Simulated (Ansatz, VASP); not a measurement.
## Two plane-wave programs on P

Contents of INCAR:

```
SYSTEM = P
ALGO = Normal
EDIFF = 1E-6
EDIFFG = -0.005
ENCUT = 600
GGA = PE
IBRION = 2
ISIF = 3
ISMEAR = -1
LASPH = .True.
LCHARG = .False.
LREAL = .False.
LWAVE = .False.
NELM = 100
NSW = 60
PREC = Accurate
SIGMA = 0.05
```

The input KPOINTS:

```
k-points
0
Gamma
  17 17 17
  0 0 0
```

POSCAR

```
P
1.0
    0.0000000000      1.9574338206      1.9574338206
    1.9574338206      0.0000000000      1.9574338206
    1.9574338206      1.9574338206      0.0000000000
P
1
Direct
    0.0000000000      0.0000000000      0.0000000000
```

Input for Ansatz:

```yaml
crystal:
  lattice:
    - [0.0, 1.9574338206, 1.9574338206]
    - [1.9574338206, 0.0, 1.9574338206]
    - [1.9574338206, 1.9574338206, 0.0]
  atoms:
    - { symbol: P, position: [0.0, 0.0, 0.0] }
kpoints:
  mp_grid: { grid: [17, 17, 17] }
scf:
  occupations: { method: fermi_dirac, width: 0.05 }
hamiltonian:
  xc: pbe
  pseudopotentials: { kind: paw }
output:
  forces: true
  stress: true
  write_density: true
  write_potential: true
  elf: true
  volumetric_format: npy
relax:
  f_tol: 0.005
  max_steps: 40
  cell: {}
```

Alike in both runs: task relaxation of cell and atoms; functional PBE; k mesh 17 × 17 × 17; occupations fermi-dirac, width 0.05 eV; no spin polarisation.

```csv
,VASP,Ansatz
version,VASP 6.6.1,Ansatz 0.2.0
potentials or method,"VASP PAW PBE potentials, release 64 (P)","PAW with Ansatz's default frozen-core files, scalar-relativistic"
plane-wave cutoff (eV),600,420
valence electrons in the cell,5,5
```

```tsv
	VASP	Ansatz	Ansatz less VASP
relaxed volume (Å³/atom)	14.46	14.48	+0.024
relaxed cell length with the largest relative difference (Å)	2.735	2.736	+0.0015
energy change over the relaxation (meV/atom)	-5	-4	+0.5
```
